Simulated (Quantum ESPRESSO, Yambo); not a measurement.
Planning a run of Yambo 5.3.0 on InP (F-43m). The input:

```
optics
bss
bse
em1s
dipoles
rim_cut
RandQpts= 1000000
RandGvec= 1 RL
Chimod= "HARTREE"
BSKmod= "SEX"
BSEmod= "resonant"
BSSmod= "d"
BSENGexx= 30 Ry
BSENGBlk= 6 Ry
% BSEQptR
 1 | 1 |
%
% BSEBands
 21 | 34 |
%
% BEnRange
 0 | 6 | eV
%
% BDmRange
 0.1 | 0.1 | eV
%
BEnSteps= 121
% BLongDir
 1 | 0 | 0 |
%
% BndsRnXs
 1 | 132 |
%
NGsBlkXs= 6 Ry
% LongDrXs
 1 | 1 | 1 |
%
% KfnQP_E
 0.685 | 1.0 | 1.0 |
%
WRbsWF
```

```sh
OMP_NUM_THREADS=2 mpirun -n 2 yambo -F bse3.in -J bse3 -C bse3 > bse3.log
```

The stored states that it reads are on a 4×4×4 mesh. The structure is cubic, space group F-43m (No. 216). The conventional cell has a = 5.869 Å, b = 5.869 Å, c = 5.869 Å, α = 90.00°, β = 90.00°, γ = 90.00°. Nearest to In lie 4 P at 2.54 Å. Nearest to P lie 4 In at 2.54 Å. Farther neighbours are not listed.

Q: How long will it take on 2 MPI ranks of Intel Xeon Platinum 8259CL at 2.50GHz (Skylake/Cascade Lake), shared host, and how much memory?

It took 8 min; on shared hardware allow 4 min to 16 min. Peak host memory was 1.1 GiB.

The kernel grows as the square of the matrix size, and full diagonalisation as its cube.

[Paths, hosts, dates, memory and timing lines, banners, echoed tables and standing remarks are left out of the program output.]

[Logs are printed without paths, hosts, clocks, repeated set-up lines and the standing remarks that a program may print on its own settings, such as how far it seeks lower states.]

[Runs of the session that timed out or met a known fault of the program may be left out.]

[Hosts, paths, dates, database ids (printed as entryN), source tags and the programs' standing remarks are cut or masked in the printed files.]
